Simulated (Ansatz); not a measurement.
# Residual resistivity of an alloy: Li(100) with 4 layers of random Li-Ag, 2x2

How strongly does chemical disorder scatter in Li(100) with 4 layers of random Li-Ag, 2x2?

Main program and level: Ansatz 0.2.0; Ansatz plane-wave DFT, PBE, PAW files; ballistic transport by layer matching (Landauer), zero bias; PAW set soft_1.

## 1. The structure

The cell holds 56 atoms: 52 Li and 4 Ag. Cell: a = 7.020 Å, b = 7.020 Å, c = 24.570 Å, α = 90.0°, β = 90.0°, γ = 90.0°. It derives from Li. Regions: lead, 40 atoms (40 Li); scattering region, 16 atoms (4 Ag and 12 Li). The structure is stacked along c, and the current runs across the ab planes.

## 2. With 4 alloy layers

In 4 layers a share of 0.25 of the sites is given to Ag at random. The layers about the cell's end stay perfect and serve as the lead. Disorder leaves little or no symmetry, which makes such runs dear. Energies from -0.05 to 0.05 eV in steps of 0.05 eV are too few for the program's thermal sum, so it prints no conductance; for a metal the transmission near the Fermi level serves, at a fraction of the cost.

Contents of input.yaml:

```yaml
crystal:
  lattice:
    - [7.02, 0.0, 0.0]
    - [0.0, 7.02, 0.0]
    - [0.0, 0.0, 24.57]
  atoms:
    - { symbol: Li, position: [0.0, 0.0, 0.0357142857] }
    - { symbol: Li, position: [0.0, 0.5, 0.0357142857] }
    - { symbol: Li, position: [0.5, 0.0, 0.0357142857] }
    - { symbol: Li, position: [0.5, 0.5, 0.0357142857] }
    - { symbol: Li, position: [0.25, 0.25, 0.1071428571] }
    - { symbol: Li, position: [0.25, 0.75, 0.1071428571] }
    - { symbol: Li, position: [0.75, 0.25, 0.1071428571] }
    - { symbol: Li, position: [0.75, 0.75, 0.1071428571] }
    - { symbol: Li, position: [0.0, 0.0, 0.1785714286] }
    - { symbol: Li, position: [0.0, 0.5, 0.1785714286] }
    - { symbol: Li, position: [0.5, 0.0, 0.1785714286] }
    - { symbol: Li, position: [0.5, 0.5, 0.1785714286] }
    - { symbol: Li, position: [0.25, 0.25, 0.25] }
    - { symbol: Li, position: [0.25, 0.75, 0.25] }
    - { symbol: Li, position: [0.75, 0.25, 0.25] }
    - { symbol: Li, position: [0.75, 0.75, 0.25] }
    - { symbol: Li, position: [0.0, 0.0, 0.3214285714] }
    - { symbol: Li, position: [0.0, 0.5, 0.3214285714] }
    - { symbol: Li, position: [0.5, 0.0, 0.3214285714] }
    - { symbol: Li, position: [0.5, 0.5, 0.3214285714] }
    - { symbol: Ag, position: [0.25, 0.25, 0.3928571429] }
    - { symbol: Li, position: [0.25, 0.75, 0.3928571429] }
    - { symbol: Li, position: [0.75, 0.25, 0.3928571429] }
    - { symbol: Li, position: [0.75, 0.75, 0.3928571429] }
    - { symbol: Li, position: [0.0, 0.0, 0.4642857143] }
    - { symbol: Li, position: [0.0, 0.5, 0.4642857143] }
    - { symbol: Ag, position: [0.5, 0.0, 0.4642857143] }
    - { symbol: Li, position: [0.5, 0.5, 0.4642857143] }
    - { symbol: Li, position: [0.25, 0.25, 0.5357142857] }
    - { symbol: Li, position: [0.25, 0.75, 0.5357142857] }
    - { symbol: Li, position: [0.75, 0.25, 0.5357142857] }
    - { symbol: Li, position: [0.75, 0.75, 0.5357142857] }
    - { symbol: Ag, position: [0.0, 0.0, 0.6071428571] }
    - { symbol: Li, position: [0.0, 0.5, 0.6071428571] }
    - { symbol: Li, position: [0.5, 0.0, 0.6071428571] }
    - { symbol: Ag, position: [0.5, 0.5, 0.6071428571] }
    - { symbol: Li, position: [0.25, 0.25, 0.6785714286] }
    - { symbol: Li, position: [0.25, 0.75, 0.6785714286] }
    - { symbol: Li, position: [0.75, 0.25, 0.6785714286] }
    - { symbol: Li, position: [0.75, 0.75, 0.6785714286] }
    - { symbol: Li, position: [0.0, 0.0, 0.75] }
    - { symbol: Li, position: [0.0, 0.5, 0.75] }
    - { symbol: Li, position: [0.5, 0.0, 0.75] }
    - { symbol: Li, position: [0.5, 0.5, 0.75] }
    - { symbol: Li, position: [0.25, 0.25, 0.8214285714] }
    - { symbol: Li, position: [0.25, 0.75, 0.8214285714] }
    - { symbol: Li, position: [0.75, 0.25, 0.8214285714] }
    - { symbol: Li, position: [0.75, 0.75, 0.8214285714] }
    - { symbol: Li, position: [0.0, 0.0, 0.8928571429] }
    - { symbol: Li, position: [0.0, 0.5, 0.8928571429] }
    - { symbol: Li, position: [0.5, 0.0, 0.8928571429] }
    - { symbol: Li, position: [0.5, 0.5, 0.8928571429] }
    - { symbol: Li, position: [0.25, 0.25, 0.9642857143] }
    - { symbol: Li, position: [0.25, 0.75, 0.9642857143] }
    - { symbol: Li, position: [0.75, 0.25, 0.9642857143] }
    - { symbol: Li, position: [0.75, 0.75, 0.9642857143] }
kpoints:
  mp_grid: { grid: [3, 3, 1] }
hamiltonian:
  xc: pbe
  pseudopotentials: { kind: paw, azcp: { folder: soft_1 } }
scf:
  occupations: { method: fermi_dirac, width: 0.1 }
output:
  transmission: { leads: [[0, 4]], kmesh: [6, 6], e_range: [-0.05, 0.05], de: 0.05 }
  write_potential: true
  write_density: true
  volumetric_format: npy
```

Launch:

```console
> ansatz run input.yaml --threads 4 --pin off --max-ram 15360MiB --backend cpu --events-out ev --progress --plain --runs-dir out
```

Numbers of over 12 decimals in the logs are rounded to 6 here.

Log:

```text
Engine: ansatz 0.2.0, x86_64-unknown-linux-gnu
Pseudopotentials: kind: paw
Pseudopotential: Li, paw, valence charge 3, recommended cutoff 420 eV (normal), soft_1/Li.paw.azcp
Pseudopotential: Ag, paw, valence charge 19, recommended cutoff 420 eV (normal), soft_1/Ag.paw.azcp
Functional definition: PBE
  parameter kappa = 0.804
  parameter beta = 0.066725
  exchange = pbe_x(kappa = kappa, mu = beta*pi^2/3)
  correlation = pbe_c(beta = beta)
Crystal: 56 atoms, lattice volume = 1210.819 Å³
Basis set: ecut = 420 eV, 23719 PW (Γ)
Bands: 172, of which v1, the nominal top of the filled ones, is band 116 counted from 1 (115 counted from 0)
Symmetry: 2 space group operations
Space group: Cm (ITA 8), of the structure as read, at distance tolerance 1.1e-4 Å
k-points: 4 of 9 (time reversal used)
Non-local potential: Li, projectors of the file, l = 0: 3, l = 1: 2, l = 2: 1
Non-local potential: Ag, projectors of the file, l = 0: 3, l = 1: 2, l = 2: 2, l = 3: 1
PAW form: soft (Blöchl's): semilocal exchange-correlation on the pseudo side does not see the compensation charge
PAW one-centre angular grid: Li, 110 points (default); XC on 96 Gauss nodes
PAW one-centre angular grid: Ag, 590 points (default); XC on 64 Gauss nodes
Initial density: superposition of atomic densities (chi_scale 0.1, normalization cell, long waves of neutral atoms (reshape's long-wave potential 5.88 eV rms, cloud 2.73 Å wide))
Initial wavefunctions: pseudopotential atomic-orbital guess
Functional: x = pbe(κ = 0.804, μ = 0.219515), c = pbe(β = 0.066725)
SCF iter   1: F=—  HF=-41087.136727 eV  |F-HF|=—  |Δ(HF+E_count)|=         —  Δρ=2.83e-1  dr2=4.52e3  ethr=3.10e-3  ⟨swp⟩=12.8  Hψ=4284  notcnv=0  defer=17
preconditioner: auto → Kerker (q_TF=auto, 2.072 Å⁻¹)  [metal: Δε(μ)=0.044 eV  Ē_g=3.655 eV  σ=0.100 eV  W_gap=0.11  n_scr=204 (ndim 8)  ℏωp=10.5 eV  f_vac=0.000  D(μ)=35.37/eV (n_scr^D=260)]
SCF iter   2: F=—  HF=-41014.362958 eV  |F-HF|=—  |Δ(HF+E_count)|=    7.28e1  Δρ=4.59e-2  dr2=9.04e1  ethr=3.10e-3  ⟨swp⟩=4.5  Hψ=1962  notcnv=0  defer=16
SCF iter   3: F=—  HF=-41012.132676 eV  |F-HF|=—  |Δ(HF+E_count)|=    2.23e0  Δρ=2.81e-2  dr2=4.57e1  ethr=3.10e-3  ⟨swp⟩=2.0  Hψ=1388  notcnv=0  defer=72
SCF iter   4: F=—  HF=-41010.429858 eV  |F-HF|=—  |Δ(HF+E_count)|=    1.70e0  Δρ=1.99e-2  dr2=2.67e1  ethr=3.10e-3  ⟨swp⟩=1.2  Hψ=794  notcnv=0  defer=83
SCF iter   5: F=—  HF=-41009.032004 eV  |F-HF|=—  |Δ(HF+E_count)|=    1.40e0  Δρ=1.30e-2  dr2=1.21e1  ethr=3.10e-3  ⟨swp⟩=2.2  Hψ=843  notcnv=0  defer=84
SCF iter   6: F=—  HF=-41008.355548 eV  |F-HF|=—  |Δ(HF+E_count)|=   6.76e-1  Δρ=8.03e-3  dr2=3.80e0  ethr=3.10e-3  ⟨swp⟩=2.0  Hψ=801  notcnv=0  defer=85
SCF iter   7: F=—  HF=-41008.019287 eV  |F-HF|=—  |Δ(HF+E_count)|=   3.36e-1  Δρ=2.49e-3  dr2=4.11e-1  ethr=1.64e-3  ⟨swp⟩=2.2  Hψ=834  notcnv=0  defer=92
SCF iter   8: F=—  HF=-41008.005460 eV  |F-HF|=—  |Δ(HF+E_count)|=   1.38e-2  Δρ=2.46e-3  dr2=3.03e-1  ethr=1.77e-4  ⟨swp⟩=2.8  Hψ=815  notcnv=0  defer=85
SCF iter   9: F=—  HF=-41007.981689 eV  |F-HF|=—  |Δ(HF+E_count)|=   2.38e-2  Δρ=1.57e-3  dr2=1.44e-1  ethr=1.31e-4  ⟨swp⟩=1.0  Hψ=598  notcnv=0  defer=85
SCF iter  10: F=—  HF=-41007.965273 eV  |F-HF|=—  |Δ(HF+E_count)|=   1.64e-2  Δρ=6.34e-5  dr2=1.79e-4  ethr=6.19e-5  ⟨swp⟩=2.0  Hψ=699  notcnv=0  defer=88
SCF iter  11: F=—  HF=-41007.965572 eV  |F-HF|=—  |Δ(HF+E_count)|=   2.99e-4  Δρ=3.37e-5  dr2=5.59e-5  ethr=7.74e-8  ⟨swp⟩=3.0  Hψ=1070  notcnv=0  defer=88
SCF iter  12: F=—  HF=-41007.965732 eV  |F-HF|=—  |Δ(HF+E_count)|=   1.60e-4  Δρ=2.40e-5  dr2=1.29e-5  ethr=2.41e-8  ⟨swp⟩=2.0  Hψ=1015  notcnv=0  defer=88
SCF iter  13: F=—  HF=-41007.965729 eV  |F-HF|=—  |Δ(HF+E_count)|=   2.85e-6  Δρ=8.94e-6  dr2=1.23e-6  ethr=5.57e-9  ⟨swp⟩=2.0  Hψ=1055  notcnv=0  defer=88
SCF iter  14: F=-41007.965729 eV  HF=-41007.965729 eV  |F-HF|=4.84e-8  |Δ(HF+E_count)|=   2.86e-7  Δρ=1.25e-6  dr2=7.27e-8  ethr=4.31e-11  ⟨swp⟩=14.5  Hψ=3920  notcnv=0
SCF 1 converged in 14 iterations: F = -41007.965729 eV  dr2 = 7.27e-8
  greatest PAW one-centre occupation: 1.001 electrons in one spin orbital (limit 2), on the Ag atom at site 35 (counted from 0), in its partial waves of l = 0
transmission: 45 of 416 steps passed
transmission: 90 of 416 steps passed
[...]
transmission: 416 of 416 steps passed
SCF converged after 14 iterations
Free energy (F): -41007.965729 eV
Harris-Foulkes:  -41007.965729 eV  (|F-HF|=4.84e-8)
Internal energy: -41007.142476 eV  (E = F + TS)
E sigma→0 (E₀):  -41007.554102 eV
Entropy (-TS):   -0.823253 eV (-14.701 meV/atom)
Fermi energy:    1.621437 eV
--- Per-component energies (eV) ---
  E_band       = -6772.172087
  E_kinetic    = 2669.251196
  E_local      = -37550.774515  (includes V_loc(G=0)·N_el)
  E_nonlocal   = -904.825807
  E_hartree    = 16633.349678
  E_xc         = -1055.345870
  E_vxc        = -1344.989441  (∫ρ·V_xc dr)
  E_paw        = -17072.512335  (= ΣΔE_a)
  E_vpaw       = -2907.576582  (= ΣTr[D̂ρ^β])
  E_aug_tail   = 0.014783  (compensation charges beyond the density's cutoff)
  E_ewald      = -3726.299606
  E_smearing   = -0.823253  (= −TS)
  E_closure    = -0.000000  (closes the sum)
  Σ components = -41007.965729   (vs F -41007.965729, Δ=0.00e0)
--- Band table (eV) ---
  k-point 0: bands = [... 112 lower, 1.2350, 1.2421, 1.2511, 1.2824, 1.2974, 1.7684, 1.7817, 1.7863, ... 52 higher]
  k-point 1: bands = [... 112 lower, 1.4485, 1.4839, 1.4993, 1.5189, 1.6105, 1.6257, 1.6461, 1.6518, ... 52 higher]
  k-point 2: bands = [... 112 lower, 1.1313, 1.1681, 1.6827, 1.7416, 1.8808, 1.9621, 2.2555, 2.2932, ... 52 higher]
  k-point 3: bands = [... 112 lower, 1.1311, 1.1548, 1.6928, 1.7324, 1.8752, 1.9679, 2.2568, 2.2623, ... 52 higher]
--- Transmission ---
  basis      : 437 plane waves across, 32 finite elements along
  points     : 13, standing for a mesh of 6 x 6
  energies   : 3 from -0.050000 to 0.050000 eV about the Fermi level, 0.050000 eV apart; the leads are filled to 0.000000 eV, and channels, transmission and decay are at 0.000000 eV
  crystal 0  : Li4, at the sites [0, 4], period 1.7550 Å, over 17.55 Å; its Hamiltonian steps by up to 5.4 meV
    offset         : up to 0.0000 Å between an atom of the period and one for which it stands
    channels       : 4.638889e0 a spin
    conductance    : none, the energies end too early or step too widely for 300 K: set another output.transmission.e_range or a lower de, or, where they end at an eighth of basis.ecutwfc, a higher one
  junction   : crystal 0 to crystal 0, 0.70 to 23.51 Å
    transmission   : 3.771847e0 a spin
    conductance    : none, the energies end too early or step too widely for 300 K: set another output.transmission.e_range or a lower de, or, where they end at an eighth of basis.ecutwfc, a higher one
```

Elapsed: 3.1 min, on 4 threads of Intel Xeon 6975P-C (Granite Rapids), shared host; peak memory 3.5 GiB; 10 min of CPU time.

The column dr2 measures how far the density is from self-consistency, as an energy; F and HF (Harris–Foulkes) agree once it is small.

Numbers from this step:

- free energy: -41007.9657 eV
- energy at zero smearing: -41007.5541 eV
- Fermi energy: 1.621 eV
- cell area: 49.28 Å²
- transmission per spin nearest the Fermi level: 3.772
- open channels per spin nearest the Fermi level: 4.639
- step of the lead's potential: 5.4 meV

Per spin. Transmission, zone mean against energy, zero at the Fermi level:

```csv
energy (eV),"transmission, zone mean"
-0.0500,3.87
0.0000,3.77
0.0500,4.14
```

Per spin. The open channels, zone mean, lead by energy, zero at the Fermi level:

```csv
energy (eV),"open channels, zone mean, lead"
-0.0500,4.69
0.0000,4.64
0.0500,4.92
```

Transmission over k1 and k2. At 0.0000 eV from the Fermi level.

Values, 6 rows by 6 columns:
```
3.79 3.73 3.47 5.12 3.68 3.75
3.54 3.47 4.02 3.73 4.53 3.68
1.98 5.12 3.73 4.52 3.73 5.12
3.54 3.68 4.53 3.73 4.02 3.47
3.79 3.75 3.68 5.12 3.47 3.73
1.94 3.79 3.54 1.98 3.54 3.79
```
Columns: k1 (b1) from -0.5 to 0.333; rows upwards: k2 (b2) from -0.5 to 0.333.

Open channels over k1 and k2. At 0.0000 eV from the Fermi level.

Values, 6 rows by 6 columns:
```
4.00 4.00 5.00 6.00 5.00 4.00
4.00 5.00 6.00 5.00 6.00 5.00
2.00 6.00 5.00 5.00 5.00 6.00
4.00 5.00 6.00 5.00 6.00 5.00
4.00 4.00 5.00 6.00 5.00 4.00
2.00 4.00 4.00 2.00 4.00 4.00
```
Columns: k1 (b1) from -0.5 to 0.333; rows upwards: k2 (b2) from -0.5 to 0.333.

Over the solved energies the transmission per spin lies between 3.77 and 4.14, out of 4.75 channels of the lead on average (up to 4.92).

## 3. With 8 alloy layers

In 8 layers a share of 0.25 of the sites is given to Ag at random. A fresh draw is used; the growth of the resistance with length is what counts.

System of this step: Li(100) with 8 layers of random Li-Ag, 2x2. The cell holds 72 atoms: 64 Li and 8 Ag. Its edges and angles: a = 7.020 Å, b = 7.020 Å, c = 31.590 Å, α = 90.0°, β = 90.0°, γ = 90.0°. It derives from Li. Regions: lead, 40 atoms (40 Li); scattering region, 32 atoms (24 Li and 8 Ag). The structure is stacked along c, and the current runs across the ab planes.

Contents of input.yaml:

```yaml
crystal:
  lattice:
    - [7.02, 0.0, 0.0]
    - [0.0, 7.02, 0.0]
    - [0.0, 0.0, 31.59]
  atoms:
    - { symbol: Li, position: [0.0, 0.0, 0.0277777778] }
    - { symbol: Li, position: [0.0, 0.5, 0.0277777778] }
    - { symbol: Li, position: [0.5, 0.0, 0.0277777778] }
    - { symbol: Li, position: [0.5, 0.5, 0.0277777778] }
    - { symbol: Li, position: [0.25, 0.25, 0.0833333333] }
    - { symbol: Li, position: [0.25, 0.75, 0.0833333333] }
    - { symbol: Li, position: [0.75, 0.25, 0.0833333333] }
    - { symbol: Li, position: [0.75, 0.75, 0.0833333333] }
    - { symbol: Li, position: [0.0, 0.0, 0.1388888889] }
    - { symbol: Li, position: [0.0, 0.5, 0.1388888889] }
    - { symbol: Li, position: [0.5, 0.0, 0.1388888889] }
    - { symbol: Li, position: [0.5, 0.5, 0.1388888889] }
    - { symbol: Li, position: [0.25, 0.25, 0.1944444444] }
    - { symbol: Li, position: [0.25, 0.75, 0.1944444444] }
    - { symbol: Li, position: [0.75, 0.25, 0.1944444444] }
    - { symbol: Li, position: [0.75, 0.75, 0.1944444444] }
    - { symbol: Li, position: [0.0, 0.0, 0.25] }
    - { symbol: Li, position: [0.0, 0.5, 0.25] }
    - { symbol: Li, position: [0.5, 0.0, 0.25] }
    - { symbol: Li, position: [0.5, 0.5, 0.25] }
    - { symbol: Li, position: [0.25, 0.25, 0.3055555556] }
    - { symbol: Li, position: [0.25, 0.75, 0.3055555556] }
    - { symbol: Li, position: [0.75, 0.25, 0.3055555556] }
    - { symbol: Li, position: [0.75, 0.75, 0.3055555556] }
    - { symbol: Li, position: [0.0, 0.0, 0.3611111111] }
    - { symbol: Li, position: [0.0, 0.5, 0.3611111111] }
    - { symbol: Li, position: [0.5, 0.0, 0.3611111111] }
    - { symbol: Li, position: [0.5, 0.5, 0.3611111111] }
    - { symbol: Li, position: [0.25, 0.25, 0.4166666667] }
    - { symbol: Ag, position: [0.25, 0.75, 0.4166666667] }
    - { symbol: Li, position: [0.75, 0.25, 0.4166666667] }
    - { symbol: Li, position: [0.75, 0.75, 0.4166666667] }
    - { symbol: Ag, position: [0.0, 0.0, 0.4722222222] }
    - { symbol: Li, position: [0.0, 0.5, 0.4722222222] }
    - { symbol: Li, position: [0.5, 0.0, 0.4722222222] }
    - { symbol: Ag, position: [0.5, 0.5, 0.4722222222] }
    - { symbol: Ag, position: [0.25, 0.25, 0.5277777778] }
    - { symbol: Li, position: [0.25, 0.75, 0.5277777778] }
    - { symbol: Li, position: [0.75, 0.25, 0.5277777778] }
    - { symbol: Li, position: [0.75, 0.75, 0.5277777778] }
    - { symbol: Li, position: [0.0, 0.0, 0.5833333333] }
    - { symbol: Li, position: [0.0, 0.5, 0.5833333333] }
    - { symbol: Li, position: [0.5, 0.0, 0.5833333333] }
    - { symbol: Li, position: [0.5, 0.5, 0.5833333333] }
    - { symbol: Li, position: [0.25, 0.25, 0.6388888889] }
    - { symbol: Ag, position: [0.25, 0.75, 0.6388888889] }
    - { symbol: Li, position: [0.75, 0.25, 0.6388888889] }
    - { symbol: Li, position: [0.75, 0.75, 0.6388888889] }
    - { symbol: Ag, position: [0.0, 0.0, 0.6944444444] }
    - { symbol: Li, position: [0.0, 0.5, 0.6944444444] }
    - { symbol: Ag, position: [0.5, 0.0, 0.6944444444] }
    - { symbol: Ag, position: [0.5, 0.5, 0.6944444444] }
    - { symbol: Li, position: [0.25, 0.25, 0.75] }
    - { symbol: Li, position: [0.25, 0.75, 0.75] }
    - { symbol: Li, position: [0.75, 0.25, 0.75] }
    - { symbol: Li, position: [0.75, 0.75, 0.75] }
    - { symbol: Li, position: [0.0, 0.0, 0.8055555556] }
    - { symbol: Li, position: [0.0, 0.5, 0.8055555556] }
    - { symbol: Li, position: [0.5, 0.0, 0.8055555556] }
    - { symbol: Li, position: [0.5, 0.5, 0.8055555556] }
    - { symbol: Li, position: [0.25, 0.25, 0.8611111111] }
    - { symbol: Li, position: [0.25, 0.75, 0.8611111111] }
    - { symbol: Li, position: [0.75, 0.25, 0.8611111111] }
    - { symbol: Li, position: [0.75, 0.75, 0.8611111111] }
    - { symbol: Li, position: [0.0, 0.0, 0.9166666667] }
    - { symbol: Li, position: [0.0, 0.5, 0.9166666667] }
    - { symbol: Li, position: [0.5, 0.0, 0.9166666667] }
    - { symbol: Li, position: [0.5, 0.5, 0.9166666667] }
    - { symbol: Li, position: [0.25, 0.25, 0.9722222222] }
    - { symbol: Li, position: [0.25, 0.75, 0.9722222222] }
    - { symbol: Li, position: [0.75, 0.25, 0.9722222222] }
    - { symbol: Li, position: [0.75, 0.75, 0.9722222222] }
kpoints:
  mp_grid: { grid: [3, 3, 1] }
hamiltonian:
  xc: pbe
  pseudopotentials: { kind: paw, azcp: { folder: soft_1 } }
scf:
  occupations: { method: fermi_dirac, width: 0.1 }
output:
  transmission: { leads: [[0, 4]], kmesh: [6, 6], e_range: [-0.05, 0.05], de: 0.05 }
  write_potential: true
  write_density: true
  volumetric_format: npy
```

Log:

```text
[...]
Crystal: 72 atoms, lattice volume = 1556.768 Å³
Basis set: ecut = 420 eV, 30501 PW (Γ)
Bands: 244, of which v1, the nominal top of the filled ones, is band 172 counted from 1 (171 counted from 0)
Symmetry: 1 space group operations
[...]
k-points: 5 of 9 (time reversal used)
[...]
SCF iter   1: F=—  HF=-73920.935264 eV  |F-HF|=—  |Δ(HF+E_count)|=         —  Δρ=2.53e-1  dr2=6.83e3  ethr=3.10e-3  ⟨swp⟩=12.0  Hψ=7150  notcnv=0  defer=30
[...]
SCF iter  16: F=-73827.444619 eV  HF=-73827.444619 eV  |F-HF|=1.55e-8  |Δ(HF+E_count)|=   3.07e-8  Δρ=6.69e-7  dr2=2.27e-8  ethr=2.91e-11  ⟨swp⟩=14.6  Hψ=5559  notcnv=0
SCF 1 converged in 16 iterations: F = -73827.444619 eV  dr2 = 2.27e-8
[...]
transmission: 81 of 800 steps passed
transmission: 165 of 800 steps passed
[...]
transmission: 800 of 800 steps passed
SCF converged after 16 iterations
Free energy (F): -73827.444619 eV
[...]
Internal energy: -73826.455796 eV  (E = F + TS)
E sigma→0 (E₀):  -73826.950207 eV
Entropy (-TS):   -0.988823 eV (-13.734 meV/atom)
Fermi energy:    2.074021 eV
[...]
--- Band table (eV; the first three rows and the last of 5) ---
  k-point 0: bands = [... 168 lower, 1.8190, 1.8451, 1.8563, 1.8634, 1.9139, 1.9251, 1.9384, 2.2763, ... 68 higher]
  k-point 1: bands = [... 168 lower, 1.9309, 1.9993, 2.0048, 2.0218, 2.1008, 2.1559, 2.1754, 2.1965, ... 68 higher]
  k-point 2: bands = [... 168 lower, 1.9316, 1.9996, 2.0080, 2.0250, 2.0995, 2.1439, 2.1545, 2.1911, ... 68 higher]
  k-point 4: bands = [... 168 lower, 1.7413, 1.7823, 2.0065, 2.0167, 2.4583, 2.5098, 2.5755, 2.6514, ... 68 higher]
--- Transmission ---
  basis      : 437 plane waves across, 40 finite elements along
  points     : 20, standing for a mesh of 6 x 6
[...]
channels       : 4.916667e0 a spin
[...]
junction   : crystal 0 to crystal 0, 2.45 to 32.29 Å
    transmission   : 3.411794e0 a spin
[...]
```

Run time: 6.3 min. Hardware: 4 threads; peak memory 6.7 GiB; 20 min of CPU time.

This step gave:

* free energy: -73827.4446 eV
* energy at zero smearing: -73826.9502 eV
* Fermi energy: 2.074 eV
* transmission per spin nearest the Fermi level: 3.412
* open channels per spin nearest the Fermi level: 4.917
* step of the lead's potential: 4.8 meV

Per spin. The transmission, zone mean by energy, zero at the Fermi level:

```csv
energy (eV),"transmission, zone mean"
-0.0500,3.32
0.0000,3.41
0.0500,3.55
```

Over the solved energies the transmission per spin lies between 3.32 and 3.55, out of 4.84 channels of the lead on average (up to 4.92).

(Continued in part 2 of 2.)

[Logs are printed without paths, hosts, clocks, repeated set-up lines and the standing remarks that a program may print on its own settings, such as how far it seeks lower states.]

[Hosts, paths, dates, database ids (printed as entryN), source tags and the programs' standing remarks are cut or masked in the printed files.]
